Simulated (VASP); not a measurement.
**From VASP inputs to Ansatz: ZnSe (zincblende)**

INCAR

```
LWAVE = .FALSE.
EDIFF = 1E-7
LASPH = .TRUE.
LREAL = .FALSE.
NELM = 120
PREC = Accurate
IBRION = -1
NSW = 0
ISIF = 2
ISMEAR = -1
SIGMA = 0.02
ENCUT = 520
NBANDS = 16
LCHARG = .FALSE.
GGA = PE
```

KPOINTS

```
KPOINTS created by Atomic Simulation Environment
0
Gamma
8 8 8
0 0 0
```

KPOINTS_OPT

```
special points
6
Reciprocal
0.0000000000 0.0000000000 0.0000000000 1
-0.5000000000 -0.5000000000 0.0000000000 1
-0.3750000000 -0.3750000000 0.2500000000 1
-0.3750000000 0.0000000000 0.3750000000 1
0.0000000000 0.0000000000 0.5000000000 1
-0.5000000000 -0.2500000000 0.2500000000 1
```

POSCAR

```
Zn Se
 1.0000000000000000
    -0.0000000000000000    2.8324206843821043    2.8324206843821043
     2.8324206843821043    0.0000000000000000    2.8324206843821043
     2.8324206843821043    2.8324206843821043    0.0000000000000000
 Zn  Se
   1   1
Cartesian
  0.0000000000000000 -0.0000000000000000  0.0000000000000000
  1.4162103421910519  1.4162103421910519  1.4162103421910519
```

VASP ran with the recommended PBE PAW datasets (18 valence electrons in the cell).

Question: Translate these files to an Ansatz input.

Answer: 

```yaml
crystal:
  lattice:
    - [0.0, 2.8324206844, 2.8324206844]
    - [2.8324206844, 0.0, 2.8324206844]
    - [2.8324206844, 2.8324206844, 0.0]
  atoms:
    - { symbol: Zn, position: [0.0, 0.0, 0.0] }
    - { symbol: Se, position: [0.25, 0.25, 0.25] }
kpoints:
  mp_grid: { grid: [8, 8, 8] }
  band_path:
    path:
      - [0.0, 0.0, 0.0]
      - [-0.5, -0.5, 0.0]
      - [-0.375, -0.375, 0.25]
      - [-0.375, 0.0, 0.375]
      - [0.0, 0.0, 0.5]
      - [-0.5, -0.25, 0.25]
    npoints: 1
hamiltonian:
  xc: pbe
scf:
  occupations: { method: fermi_dirac, width: 0.02 }
  n_extra_bands: 4
output:
  forces: true
  stress: true
  eigenvalues: true
```

Other inputs would serve too.

```csv
,VASP,Ansatz
gap between bands v and c,1.30 eV,1.29 eV
least direct gap,1.30 eV,1.29 eV
pressure,2.4 GPa,2.2 GPa
```

The two codes use different PAW datasets and cutoffs. VASP's cell holds 18 valence electrons and Ansatz's 28. Ansatz's stress includes a Pulay correction; VASP's doesn't.
